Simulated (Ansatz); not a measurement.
# Sn (P-1) in Ansatz: a series of runs

The runs below take Sn through relaxation of cell and atoms, with revPBE+D3(BJ), revPBE+D4.

All numbers are computed with Ansatz 0.2.0; they aren't measurements. Logs are shortened: lines on timing, memory, paths and dates and some standing lists are left out, and cuts for length are marked.

### 1 The cell of the first run

The typed cell holds 1 atom: a = 3.234 Å, b = 3.520 Å, c = 3.421 Å, α = 119.67°, β = 114.67°, γ = 94.75°.

This isn't the form of Sn at room conditions, which is tetragonal (white tin).

### 2 Relaxation of cell and atoms, revPBE+D3(BJ) (cell sheared at random, sigma 0.06, atoms nudged by 0.01 Å)

input.yaml

```yaml
crystal:
  lattice:
    - [-1.66643981, 1.70778749, 2.18280218]
    - [1.79387178, -1.85892325, 2.39165312]
    - [1.69371338, 1.88544402, -2.29756241]
  atoms:
    - { symbol: Sn, position: [0.0, 0.0, 0.0] }
hamiltonian:
  xc: revpbe
  pseudopotentials: { kind: paw }
  dispersion: d3bj
kpoints:
  mp_grid: { grid: [10, 9, 10] }
scf:
  occupations: { method: fermi_dirac, width: 0.05 }
output:
  forces: true
  stress: true
  eigenvalues: true
relax:
  f_tol: 0.01
  max_steps: 40
  cell: { stress_tol: 0.05 }
```

Potentials or basis: Ansatz PAW.

On the command line:

```
> ansatz run input.yaml --threads 2 --pin off --max-ram 5632MiB --backend cpu --events-out ev --progress --plain --runs-dir out
```

The program printed:

```text
Warning: RAYON_NUM_THREADS=2 ignored (pool sized by the plan → 2); use --threads N
Engine: ansatz 0.2.0, x86_64-unknown-linux-gnu
Pseudopotentials: kind: paw
Pseudopotential: Sn, paw, valence charge 14, recommended cutoff 420 eV (normal), Sn.paw.azcp
Functional definition: revPBE
  parameter kappa = 1.245
  parameter beta = 0.06672455060314922
  exchange = pbe_x(kappa = kappa, mu = beta*pi^2/3)
  correlation = pbe_c(beta = beta)
Crystal: 1 atoms, lattice volume = 28.609 Å³
Basis set: ecut = 420 eV, 559 PW (Γ), exchange–correlation on 48×48×48 points (8 copies of the dense FFT grid, shifted against one another)
Bands: 11, of which v1, the nominal top of the filled ones, is band 7 counted from 1 (6 counted from 0)
Symmetry: 2 space group operations
Space group: P-1 (ITA 2), of the structure as read, at distance tolerance 3.1e-5 Å
k-points: 452 of 900
Non-local potential: Sn, projectors of the file, l = 0: 2, l = 1: 2, l = 2: 2, l = 3: 2
PAW form: soft (Blöchl's): semilocal exchange-correlation on the pseudo side does not see the compensation charge
PAW frozen core: Sn, regenerated for the run's functional, and the local potential with it (the file was generated under x = pbe(κ = 0.804, μ = 0.2195149727645171), c = pbe(β = 0.06672455060314922))
PAW one-centre angular grid: Sn, 590 points (default); XC on 64 Gauss nodes
Initial density: superposition of atomic densities (neutral atoms: chi_scale 0, normalization atom), corrected by the library's trained network
Initial wavefunctions: pseudopotential atomic-orbital guess
Functional: x = revpbe(κ = 1.245, μ = 0.2195149727645171), c = pbe(β = 0.06672455060314922)
SCF iter   1: F=—  HF=-6030.900966 eV  |F-HF|=—  |Δ(HF+E_count)|=         —  Δρ=1.84e-3  dr2=6.42e-4  ethr=1.77e-3  ⟨swp⟩=5.8  Hψ=30307  notcnv=0
preconditioner: auto → none  [metal: Δε(μ)=0.023 eV  Ē_g=22.940 eV  σ=0.050 eV  W_gap=0.11  n_scr=8 (ndim 8)  ℏωp=26.0 eV  f_vac=0.000  D(μ)=0.58/eV (n_scr^D=0)  sad-step TF]
SCF iter   2: F=—  HF=-6030.900179 eV  |F-HF|=—  |Δ(HF+E_count)|=   7.87e-4  Δρ=8.62e-4  dr2=1.71e-4  ethr=4.58e-6  ⟨swp⟩=2.0  Hψ=11490  notcnv=0
SCF iter   3: F=—  HF=-6030.900192 eV  |F-HF|=—  |Δ(HF+E_count)|=   1.29e-5  Δρ=2.61e-4  dr2=1.53e-5  ethr=1.22e-6  ⟨swp⟩=1.0  Hψ=4917  notcnv=0
SCF iter   4: F=—  HF=-6030.900194 eV  |F-HF|=—  |Δ(HF+E_count)|=   1.84e-6  Δρ=2.03e-5  dr2=7.60e-8  ethr=1.10e-7  ⟨swp⟩=2.6  Hψ=8097  notcnv=0
iter 5 did not close the SCF: its close was put off for the readings that it lacked (scf_convergence_deferred on its scf_iter line)
SCF iter   5: F=-6030.900194 eV  HF=-6030.900194 eV  |F-HF|=1.20e-9  |Δ(HF+E_count)|=   4.01e-8  Δρ=2.49e-6  dr2=1.67e-9  ethr=5.43e-10  ⟨swp⟩=2.1  Hψ=6035  notcnv=0
SCF iter   6: F=-6030.900194 eV  HF=-6030.900194 eV  |F-HF|=1.55e-11  |Δ(HF+E_count)|=  5.72e-10  Δρ=2.99e-7  dr2=2.88e-11  ethr=1.20e-11  ⟨swp⟩=2.5  Hψ=17562  notcnv=0
SCF 1 converged in 6 iterations: F = -6030.900194 eV  dr2 = 2.88e-11
relax step   1: F+E_penalty+E_count = -6030.90019383 eV  Δ(F+E_penalty+E_count) = +0.000e0 eV  max|allowed force component| = 0.000e0 eV/Å  Δτ_max = 0.0000 Å  P = -3.551 GPa  Ω = 28.609 Å³  (6 SCF iters, dr2 threshold 1.00e-7 eV, accepted)
Crystal: 1 atoms, lattice volume = 26.405 Å³
Basis set: ecut = 420 eV, 519 PW (Γ), exchange–correlation on 48×48×48 points (8 copies of the dense FFT grid, shifted against one another)
Initial density: handed on by an earlier stage of this run
Initial wavefunctions: those handed on with the density
iter 1 solved again at ethr=2.21e-6 eV; its pass at ethr=3.10e-3 eV (dr2=3.10e-4 eV) is discarded
SCF iter   1: F=—  HF=-6030.943048 eV  |F-HF|=—  |Δ(HF+E_count)|=         —  Δρ=1.12e-3  dr2=3.45e-4  ethr=2.21e-6  ⟨swp⟩=2.1  Hψ=47924  notcnv=0
preconditioner: auto → none  [metal: Δε(μ)=0.044 eV  Ē_g=23.264 eV  σ=0.050 eV  W_gap=0.22  n_scr=8 (ndim 8)  ℏωp=27.0 eV  f_vac=0.000  D(μ)=0.45/eV (n_scr^D=0)]
SCF iter   2: F=—  HF=-6030.943002 eV  |F-HF|=—  |Δ(HF+E_count)|=   4.60e-5  Δρ=5.65e-4  dr2=5.90e-5  ethr=2.21e-6  ⟨swp⟩=2.0  Hψ=7603  notcnv=0
SCF iter   3: F=—  HF=-6030.943009 eV  |F-HF|=—  |Δ(HF+E_count)|=   7.26e-6  Δρ=7.21e-5  dr2=1.34e-6  ethr=4.21e-7  ⟨swp⟩=1.8  Hψ=5768  notcnv=0
SCF iter   4: F=-6030.943009 eV  HF=-6030.943009 eV  |F-HF|=1.78e-8  |Δ(HF+E_count)|=   2.25e-7  Δρ=1.83e-5  dr2=6.20e-8  ethr=7.14e-10  ⟨swp⟩=7.0  Hψ=27567  notcnv=0
SCF 2 converged in 4 iterations: F = -6030.943009 eV  dr2 = 6.20e-8
[... 9 lines left out ...]
SCF iter   5: F=-6030.947725 eV  HF=-6030.947725 eV  |F-HF|=3.55e-10  |Δ(HF+E_count)|=  2.18e-10  Δρ=1.65e-6  dr2=3.79e-10  ethr=5.74e-10  ⟨swp⟩=3.0  Hψ=18989  notcnv=0
[... 22 lines left out ...]
iter 1 solved again at ethr=2.82e-9 eV; its pass at ethr=3.10e-3 eV (dr2=3.95e-7 eV) is discarded
SCF iter   1: F=—  HF=-6030.951467 eV  |F-HF|=—  |Δ(HF+E_count)|=         —  Δρ=3.95e-5  dr2=4.68e-7  ethr=2.82e-9  ⟨swp⟩=3.0  Hψ=45409  notcnv=0
preconditioner: auto → none  [metal: Δε(μ)=0.031 eV  Ē_g=23.334 eV  σ=0.050 eV  W_gap=0.15  n_scr=8 (ndim 8)  ℏωp=27.2 eV  f_vac=0.000  D(μ)=0.40/eV (n_scr^D=0)]
SCF iter   2: F=—  HF=-6030.951467 eV  |F-HF|=—  |Δ(HF+E_count)|=   6.86e-8  Δρ=1.76e-5  dr2=7.82e-8  ethr=2.82e-9  ⟨swp⟩=1.0  Hψ=4973  notcnv=0
SCF iter   3: F=-6030.951467 eV  HF=-6030.951467 eV  |F-HF|=4.89e-10  |Δ(HF+E_count)|=   2.76e-9  Δρ=2.24e-6  dr2=7.64e-10  ethr=1.03e-10  ⟨swp⟩=5.3  Hψ=20709  notcnv=0
SCF 6 converged in 3 iterations: F = -6030.951467 eV  dr2 = 7.64e-10
relax step   6: F+E_penalty+E_count = -6030.95146660 eV  Δ(F+E_penalty+E_count) = -6.502e-6 eV  max|allowed force component| = 0.000e0 eV/Å  Δτ_max = 0.0000 Å  P = -0.009 GPa  Ω = 26.157 Å³  energy of the carried Pulay correction = +5.051e-4 eV  (3 SCF iters, dr2 threshold 1.44e-8 eV, accepted)
Crystal: 1 atoms, lattice volume = 26.156 Å³
iter 1 solved again at ethr=7.82e-10 eV; its pass at ethr=3.10e-3 eV (dr2=1.09e-7 eV) is discarded
SCF iter   1: F=—  HF=-6030.951471 eV  |F-HF|=—  |Δ(HF+E_count)|=         —  Δρ=2.51e-5  dr2=2.16e-7  ethr=7.82e-10  ⟨swp⟩=3.0  Hψ=45348  notcnv=0
preconditioner: auto → none  [metal: Δε(μ)=0.025 eV  Ē_g=23.334 eV  σ=0.050 eV  W_gap=0.12  n_scr=8 (ndim 8)  ℏωp=27.2 eV  f_vac=0.000  D(μ)=0.40/eV (n_scr^D=0)]
SCF iter   2: F=—  HF=-6030.951472 eV  |F-HF|=—  |Δ(HF+E_count)|=   9.19e-8  Δρ=1.06e-5  dr2=3.50e-8  ethr=7.82e-10  ⟨swp⟩=1.2  Hψ=5253  notcnv=0
SCF iter   3: F=-6030.951472 eV  HF=-6030.951472 eV  |F-HF|=1.16e-10  |Δ(HF+E_count)|=   4.17e-9  Δρ=1.12e-6  dr2=1.95e-10  ethr=5.39e-11  ⟨swp⟩=4.7  Hψ=15564  notcnv=0
SCF 7 converged in 3 iterations: F = -6030.951472 eV  dr2 = 1.95e-10
relax step   7: F+E_penalty+E_count = -6030.95147157 eV  Δ(F+E_penalty+E_count) = -4.975e-6 eV  max|allowed force component| = 0.000e0 eV/Å  Δτ_max = 0.0000 Å  P = -0.005 GPa  Ω = 26.156 Å³  energy of the carried Pulay correction = +5.055e-4 eV  (3 SCF iters, dr2 threshold 7.54e-9 eV, accepted)
Initial wavefunctions: pseudopotential atomic-orbital guess (no wavefunctions were taken with the density)
iter 1 solved again at ethr=1.19e-7 eV; its pass at ethr=3.10e-3 eV (dr2=1.67e-5 eV) is discarded
SCF iter   1: F=—  HF=-6030.951027 eV  |F-HF|=—  |Δ(HF+E_count)|=         —  Δρ=1.06e-4  dr2=4.22e-7  ethr=1.19e-7  ⟨swp⟩=2.8  Hψ=42144  notcnv=0
preconditioner: auto → none  [metal: Δε(μ)=0.026 eV  Ē_g=23.335 eV  σ=0.050 eV  W_gap=0.13  n_scr=8 (ndim 8)  ℏωp=27.2 eV  f_vac=0.000  D(μ)=0.40/eV (n_scr^D=0)]
SCF iter   2: F=—  HF=-6030.951027 eV  |F-HF|=—  |Δ(HF+E_count)|=   6.22e-7  Δρ=5.07e-5  dr2=9.55e-8  ethr=3.01e-9  ⟨swp⟩=2.0  Hψ=8119  notcnv=0
SCF iter   3: F=—  HF=-6030.951028 eV  |F-HF|=—  |Δ(HF+E_count)|=   3.76e-7  Δρ=9.10e-6  dr2=3.18e-9  ethr=6.82e-10  ⟨swp⟩=2.6  Hψ=8081  notcnv=0
SCF iter   4: F=—  HF=-6030.951028 eV  |F-HF|=—  |Δ(HF+E_count)|=   1.67e-8  Δρ=1.48e-6  dr2=2.12e-10  ethr=2.27e-11  ⟨swp⟩=2.0  Hψ=8149  notcnv=0
SCF iter   5: F=-6030.951028 eV  HF=-6030.951028 eV  |F-HF|=3.64e-12  |Δ(HF+E_count)|=  2.15e-10  Δρ=5.77e-8  dr2=4.17e-13  ethr=1.00e-12  ⟨swp⟩=4.0  Hψ=22096  notcnv=0
SCF 8 converged in 5 iterations: F = -6030.951028 eV  dr2 = 4.17e-13
relax step   8: F+E_penalty+E_count = -6030.95102781 eV  Δ(F+E_penalty+E_count) = +4.438e-4 eV  max|allowed force component| = 0.000e0 eV/Å  Δτ_max = 0.0000 Å  P = -0.008 GPa  Ω = 26.156 Å³  stress off target by 2.98e-2 GPa  SCF on the basis re-selected at this cell (its energy is not comparable with the rows above)  (5 SCF iters)
basis re-selected at this cell: Δ(F+E_penalty+E_count) = +4.438e-4 eV, ΔP = -0.003 GPa vs the last step (what re-selecting the basis moved, of the pressure what is left beyond the Pulay correction that the steps carried, after the strain that the cell walked since its last selection, with what the two solves' SCF thresholds leave and, on support functions, any second-order correction that the steps lacked; it is no measure of the basis error at this ecutwfc). This SCF's stress stands 2.98e-2 GPa from its target on what of the cell is left free (relax.cell.stress_tol is 5.00e-2 GPa) and its largest allowed force component is 0.00e0 eV/Å (relax.f_tol is 1.00e-2 eV/Å): within both
SCF converged after 5 iterations
Free energy (F): -6030.951028 eV
Harris-Foulkes:  -6030.951028 eV  (|F-HF|=3.64e-12)
Internal energy: -6030.947654 eV  (E = F + TS)
E sigma→0 (E₀):  -6030.949341 eV
Entropy (-TS):   -0.003374 eV (-3.374 meV/atom)
Fermi energy:    11.551744 eV
--- Per-component energies (eV) ---
  E_band       = -72.351889
  E_kinetic    = 186.254763
  E_local      = -796.118529  (includes V_loc(G=0)·N_el)
  E_nonlocal   = -33.125112
  E_hartree    = 509.871960
  E_xc         = -383.558682
  E_vxc        = -96.147780  (∫ρ·V_xc dr)
  E_paw        = -4140.667470  (= ΣΔE_a)
  E_vpaw       = -352.959138  (= ΣTr[D̂ρ^β])
  E_aug_tail   = -0.000000  (compensation charges beyond the density's cutoff)
  E_ewald      = -1372.885999
  E_disp       = -0.737601  (pairwise vdW)
  E_core_change = 0.019018  (= ΣΔE_core)
  E_smearing   = -0.003374  (= −TS)
  E_closure    = -0.000000  (closes the sum)
  Σ components = -6030.951028   (vs F -6030.951028, Δ=0.00e0)
--- Forces (eV/Å), atoms counted from 1 ---
  atom   1  Sn     0.00000000     0.00000000     0.00000000
  max |Σ_I F_I| component: 0.00e0 eV/Å
--- Stress (GPa, compression-positive) ---
        0.003203       0.015837       0.007142
        0.015837      -0.021141       0.008281
        0.007142       0.008281      -0.006093
  P = ⅓ Tr σ = -0.0080 GPa (-0.080 kbar)
--- Band table (eV; the first three rows and the last of 452) ---
  k-point 0: bands = ["-10.1001", "-10.0673", "-10.0193", "-10.0176", "-9.9376", "0.1608", "19.4342", "19.7499", "19.8244", "22.3256", "23.4052"]
  k-point 1: bands = ["-10.1074", "-10.0479", "-10.0233", "-10.0066", "-9.9355", "0.4169", "18.3759", "18.6516", "18.7544", "21.0350", "22.6299"]
  k-point 2: bands = ["-10.1268", "-10.0398", "-9.9949", "-9.9773", "-9.9267", "1.1870", "15.9006", "16.7406", "17.1524", "19.7033", "20.2021"]
  k-point 451: bands = ["-10.1187", "-10.0741", "-9.9464", "-9.9199", "-9.8391", "6.4573", "8.4582", "11.6490", "13.5647", "19.1965", "20.4026"]
--- Relaxed structure (7 steps of the walk, 7 accepted, 1 SCFs on fresh bases) ---
  F+E_penalty+E_count = -6030.95102781 eV   max|allowed force component| = 0.000e0 eV/Å   (the final SCF, on the basis selected at the relaxed cell)
  cell:  # Å, volume = 26.1558 Å³
    - [-1.681619256566717, 1.711190434214354, 2.207512180043051]
    - [1.6933226220545192, -1.6880504745551097, 2.1929032945801383]
    - [1.7438652983402867, 1.7486340983331958, -2.1870846534591566]
  atoms:
    - { symbol: Sn, position: [0.0, 0.0, 0.0] }
```

Run time: 65 s. Hardware: 2 threads of Intel Xeon at 2.70GHz, shared host; peak memory 0.47 GiB.

What came out:

```
Free energy                            : -6030.9510 eV
Relaxed volume                         : 26.16 Å³/atom
Relaxed cell                           : a = 3.260 Å, b = 3.244 Å, c = 3.299 Å, α = 116.62°, β = 116.32°, γ = 94.86°
Space group after relaxing (to 0.05 Å) : Fmmm (No. 69)
Energy gained by relaxing              : 50.8 meV/atom
Ionic steps                            : 8
Pressure after relaxing                : 0.0 GPa
Band gap on the k mesh                 : none (metal or under the smearing width)
```

Step by step:
| step | energy change (eV) | largest force (eV/Å) | volume (Å³) |
| --- | --- | --- | --- |
| 1 | 0.0000 | 0.0000 | 28.61 |
| 2 | -0.0428 | 0.0000 | 26.41 |
| 3 | -0.0475 | 0.0000 | 25.65 |
| 4 | -0.0511 | 0.0000 | 26.21 |
| 5 | -0.0513 | 0.0000 | 26.14 |
| 6 | -0.0513 | 0.0000 | 26.16 |
| 7 | -0.0513 | 0.0000 | 26.16 |
| 8 | -0.0508 | 0.0000 | 26.16 |

Final structure:
```yaml
crystal:
  lattice:
    - [-1.68162, 1.71119, 2.20751]
    - [1.69332, -1.68805, 2.19290]
    - [1.74387, 1.74863, -2.18708]
  atoms:
    - { symbol: Sn, position: [0.00000, 0.00000, 0.00000] }
```

Caveat: the plane-wave basis is chosen anew once the cell has moved, so the energies of steps on either side of that aren't comparable; pairwise dispersion overbinds metals, which lowers pressure and volume; the PAW data sets come from PBE, with cores solved anew for the run's functional, which leaves a small shift of forces and pressure.

### 3 Relaxation of cell and atoms, revPBE+D4 (cell sheared at random, sigma 0.06, atoms nudged by 0.01 Å)

Changes to input.yaml since step 2:

```diff
@@ -10,3 +10,3 @@
   pseudopotentials: { kind: paw }
-  dispersion: d3bj
+  dispersion: d4
 kpoints:
```

Potentials or basis: Ansatz PAW.

On the command line:

```
> ansatz run input.yaml --threads 2 --pin off --max-ram 5632MiB --backend cpu --events-out ev --progress --plain --runs-dir out
```

The program printed:

```text
Warning: RAYON_NUM_THREADS=2 ignored (pool sized by the plan → 2); use --threads N
Engine: ansatz 0.2.0, x86_64-unknown-linux-gnu
Pseudopotentials: kind: paw
Pseudopotential: Sn, paw, valence charge 14, recommended cutoff 420 eV (normal), Sn.paw.azcp
Functional definition: revPBE
  parameter kappa = 1.245
  parameter beta = 0.06672455060314922
  exchange = pbe_x(kappa = kappa, mu = beta*pi^2/3)
  correlation = pbe_c(beta = beta)
Crystal: 1 atoms, lattice volume = 28.609 Å³
Basis set: ecut = 420 eV, 559 PW (Γ), exchange–correlation on 48×48×48 points (8 copies of the dense FFT grid, shifted against one another)
Bands: 11, of which v1, the nominal top of the filled ones, is band 7 counted from 1 (6 counted from 0)
Symmetry: 2 space group operations
Space group: P-1 (ITA 2), of the structure as read, at distance tolerance 3.1e-5 Å
k-points: 452 of 900
Non-local potential: Sn, projectors of the file, l = 0: 2, l = 1: 2, l = 2: 2, l = 3: 2
PAW form: soft (Blöchl's): semilocal exchange-correlation on the pseudo side does not see the compensation charge
PAW frozen core: Sn, regenerated for the run's functional, and the local potential with it (the file was generated under x = pbe(κ = 0.804, μ = 0.2195149727645171), c = pbe(β = 0.06672455060314922))
PAW one-centre angular grid: Sn, 590 points (default); XC on 64 Gauss nodes
Initial density: superposition of atomic densities (neutral atoms: chi_scale 0, normalization atom), corrected by the library's trained network
Initial wavefunctions: pseudopotential atomic-orbital guess
Functional: x = revpbe(κ = 1.245, μ = 0.2195149727645171), c = pbe(β = 0.06672455060314922)
SCF iter   1: F=—  HF=-6030.829863 eV  |F-HF|=—  |Δ(HF+E_count)|=         —  Δρ=1.84e-3  dr2=6.42e-4  ethr=1.77e-3  ⟨swp⟩=5.8  Hψ=30307  notcnv=0
preconditioner: auto → none  [metal: Δε(μ)=0.023 eV  Ē_g=22.940 eV  σ=0.050 eV  W_gap=0.11  n_scr=8 (ndim 8)  ℏωp=26.0 eV  f_vac=0.000  D(μ)=0.58/eV (n_scr^D=0)  sad-step TF]
[... 84 lines left out ...]
Entropy (-TS):   -0.003454 eV (-3.454 meV/atom)
Fermi energy:    11.366249 eV
--- Per-component energies (eV) ---
  E_band       = -74.931726
  E_kinetic    = 186.064463
  E_local      = -805.151439  (includes V_loc(G=0)·N_el)
  E_nonlocal   = -33.145231
  E_hartree    = 513.116429
  E_xc         = -383.475485
  E_vxc        = -96.027945  (∫ρ·V_xc dr)
  E_paw        = -4140.629972  (= ΣΔE_a)
  E_vpaw       = -352.904418  (= ΣTr[D̂ρ^β])
  E_aug_tail   = -0.000000  (compensation charges beyond the density's cutoff)
  E_ewald      = -1367.016492
  E_disp       = -0.648780  (pairwise vdW)
  E_core_change = 0.019018  (= ΣΔE_core)
  E_smearing   = -0.003454  (= −TS)
  E_closure    = 0.000000  (closes the sum)
  Σ components = -6030.870943   (vs F -6030.870943, Δ=0.00e0)
--- Forces (eV/Å), atoms counted from 1 ---
  atom   1  Sn     0.00000000     0.00000000     0.00000000
  max |Σ_I F_I| component: 0.00e0 eV/Å
--- Stress (GPa, compression-positive) ---
        0.013155      -0.008237       0.013730
       -0.008237       0.007531       0.024077
        0.013730       0.024077       0.008008
  P = ⅓ Tr σ = 0.0096 GPa (0.096 kbar)
--- Band table (eV; the first three rows and the last of 452) ---
  k-point 0: bands = ["-10.2910", "-10.2515", "-10.2111", "-10.2100", "-10.1318", "0.0610", "19.1655", "19.4182", "19.4880", "22.1031", "23.1371"]
  k-point 1: bands = ["-10.2979", "-10.2335", "-10.2146", "-10.2000", "-10.1291", "0.3129", "18.1261", "18.3281", "18.4398", "20.8003", "22.3346"]
  k-point 2: bands = ["-10.3163", "-10.2310", "-10.1846", "-10.1706", "-10.1197", "1.0699", "15.5696", "16.5364", "16.8750", "19.4827", "19.9641"]
  k-point 451: bands = ["-10.3040", "-10.2630", "-10.1401", "-10.1147", "-10.0346", "6.3591", "8.3506", "11.4041", "13.2641", "18.8295", "20.0233"]
--- Relaxed structure (7 steps of the walk, 7 accepted, 1 SCFs on fresh bases) ---
  F+E_penalty+E_count = -6030.87094256 eV   max|allowed force component| = 0.000e0 eV/Å   (the final SCF, on the basis selected at the relaxed cell)
  cell:  # Å, volume = 26.4930 Å³
    - [-1.6769988260697923, 1.701641770341679, 2.2223169382273387]
    - [1.6926155312233875, -1.6829132288140927, 2.216494479990116]
    - [1.7569952984913535, 1.7606498887761992, -2.206707459489642]
  atoms:
    - { symbol: Sn, position: [0.0, 0.0, 0.0] }
```

Wall time 70 s (2 threads of Intel Xeon at 2.70GHz, shared host); peak memory 0.48 GiB.

Results:

```yaml
Free_energy: -6030.8709 eV
Relaxed_volume: 26.49 Å³/atom
Relaxed_cell: a = 3.263 Å, b = 3.257 Å, c = 3.325 Å, α = 116.78°, β = 116.58°, γ = 94.19°
Space_group_after_relaxing_to_0.05_Å: Fmmm (No. 69)
Energy_gained_by_relaxing: 41.9 meV/atom
Ionic_steps: 8
Pressure_after_relaxing: 0.0 GPa
Band_gap_on_the_k_mesh: none (metal or under the smearing width)
```

The path:
```csv
step,energy change (eV),largest force (eV/Å),volume (Å³)
1,0.0000,0.0000,28.61
2,-0.0348,0.0000,26.70
3,-0.0382,0.0000,26.02
4,-0.0401,0.0000,26.56
5,-0.0421,0.0000,26.47
6,-0.0422,0.0000,26.50
7,-0.0422,0.0000,26.49
8,-0.0419,0.0000,26.49
```

Final structure:
```
Sn
1.0
    -1.67700    1.70164    2.22232
     1.69262   -1.68291    2.21649
     1.75700    1.76065   -2.20671
Sn
1
Cartesian
  0.0000 0.0000 0.0000
```

Caveat: the plane-wave basis is chosen anew once the cell has moved, so the energies of steps on either side of that aren't comparable; pairwise dispersion overbinds metals, which lowers pressure and volume; the PAW data sets come from PBE, with cores solved anew for the run's functional, which leaves a small shift of forces and pressure.
